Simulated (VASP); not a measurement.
A run of VASP 6.6.1 is set up as follows.

The input INCAR:

```
SYSTEM = ZnH3O
PREC = Accurate
ENCUT = 520
EDIFF = 1E-6
ISMEAR = 0
SIGMA = 0.05
LREAL = Auto
LASPH = .True.
NELM = 100
ALGO = Fast
ISIF = 2
LWAVE = .False.
LCHARG = .True.
GGA = PE
LELF = .True.
LVHAR = .True.
NBANDS = 58
```

File KPOINTS:

```
Automatic mesh
0
Gamma
  1 1 6
  0 0 0
```

The input POSCAR:

```
ZnH3O
1.0
   14.8000000000      0.0000000000      0.0000000000
    0.0000000000     14.3000000000      0.0000000000
    0.0000000000      0.0000000000      5.2933196408
Zn O H
4 4 12
Direct
    0.5000000000      0.4925688556      0.4999697864
    0.3892062034      0.4263654249      0.9999697864
    0.6107937966      0.4263654249      0.9999697864
    0.5000000000      0.6249757169      0.9999697864
    0.3892062034      0.4263654249      0.3790402136
    0.6107937966      0.4263654249      0.3790402136
    0.5000000000      0.6249757169      0.3790402136
    0.5000000000      0.4925688556      0.8790402136
    0.3892062034      0.3236831412      0.9061882061
    0.3032849759      0.4777065668      0.9061882061
    0.6107937966      0.3236831412      0.9061882061
    0.6967150241      0.4777065668      0.9061882061
    0.4140787725      0.6763168588      0.9061882061
    0.5859212275      0.6763168588      0.9061882061
    0.3892062034      0.3621061893      0.4377293316
    0.3354361449      0.4584950428      0.4377293316
    0.6107937966      0.3621061893      0.4377293316
    0.6645638551      0.4584950428      0.4377293316
    0.4462299415      0.6571053347      0.4377293316
    0.5537700585      0.6571053347      0.4377293316
```

Potentials or basis: VASP PAW PBE potentials, release 64 (Zn, O, H).

Run with:

```console
$ cat potpaw_PBE.64/Zn/POTCAR potpaw_PBE.64/O/POTCAR potpaw_PBE.64/H/POTCAR > POTCAR
$ mpirun -np 1 vasp_std > vasp.out
```

Q: Estimate the band gap on the k mesh.

A: 1.05 eV, indirect (least direct gap 1.08 eV).

Q: What does it give for the largest force?

A: 2.664 eV/Å.

Forces on the atoms (eV/Å):
```
Zn   0.000  0.002  2.664
Zn  -0.752 -0.433 -2.503
Zn   0.752 -0.433 -2.503
Zn   0.000  0.869 -2.503
O    0.556  0.318  0.476
O   -0.556  0.318  0.476
O    0.000 -0.640  0.474
O    0.000 -0.003 -0.354
H    0.399 -0.849 -0.007
H   -0.535  0.769 -0.007
H   -0.399 -0.849 -0.007
H    0.535  0.769 -0.007
H   -0.934  0.078 -0.007
H    0.934  0.078 -0.007
H   -0.352 -0.664  0.636
H   -0.752  0.029  0.636
H    0.352 -0.664  0.636
H    0.752  0.029  0.636
H   -0.401  0.639  0.636
H    0.401  0.639  0.636
```

PBE gaps usually lie below the measured ones, often by a third to a half.
